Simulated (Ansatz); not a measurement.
GeTe:
```xyz
2
Lattice="2.0936 1.2088 3.6911 -2.0936 1.2088 3.6911 0.0000 -2.4175 3.6911" Properties=species:S:1:pos:R:3 pbc="T T T"
Ge     0.0000     0.0000     2.5649
Te     0.0000     0.0000     8.5085
```

This is the r²SCAN-relaxed structure. Cartesian axes are those of the cell as given.

Q: All from r²SCAN in the plane-wave PAW code Ansatz, unless another level is named. Give the formation energy from the elements (no fitted shifts).

A: -0.032 eV/atom.

Q: And the gap with spin–orbit coupling?

A: 0.47 eV.

Q: What about the valence-band maximum?

A: off the standard path, at k = (0.216, 0.216, 0.375).

Space group R3m. Symmetry was held in the r²SCAN relaxation; of distortions, only those at the zone centre were tested. The references are the lowest solids computed at this level, not always the standard phases. Scalar-relativistic: spin–orbit coupling is off unless named, which matters more the heavier the elements.

Potentials: the later of the program's two PAW sets.
